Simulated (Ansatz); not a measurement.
Input and command of a plane-wave DFT calculation in Ansatz:

```yaml
crystal:
  lattice:
    - [2.9528473314, 0.0, 0.0]
    - [-1.4764236657, 2.5572408025, 0.0]
    - [0.0, 0.0, 5.0737646004]
  atoms:
    - { symbol: Si, position: [0.3333333333, 0.6666666667, 0.0045636718] }
    - { symbol: Si, position: [0.6666666667, 0.3333333333, 0.5045636718] }
    - { symbol: C, position: [0.3333333333, 0.6666666667, 0.3804363282] }
    - { symbol: C, position: [0.6666666667, 0.3333333333, 0.8804363282] }
basis:
  ecutwfc: 420
kpoints:
  mp_grid: { grid: [12, 12, 6] }
hamiltonian:
  xc: pbe
scf:
  occupations: { method: gaussian, width: 0.05 }
output:
  forces: true
  stress: true
  eigenvalues: true
  write_density: true
  write_potential: true
  elf: true
  volumetric_format: npy
```

```bash
ansatz run input.yaml --threads 1 --pin off --max-ram 2560MiB --backend cpu --events-out ev --progress --plain --runs-dir out
```

Processor: Intel(R) Xeon(R) Platinum 8259CL CPU @ 2.50GHz (Skylake/Cascade Lake), 1 thread, on a host shared with other jobs.

Q: Estimate time, memory and problem size.

A: About 4.5 s on 1 thread of Intel(R) Xeon(R) Platinum 8259CL CPU @ 2.50GHz (Skylake/Cascade Lake) (shared host), peak memory 0.38 GiB. It solves 12 bands at 76 k points (the mesh reduced by the symmetry that the task leaves, which can be less than the crystal's) with about 725 plane waves, in 6 SCF iterations.
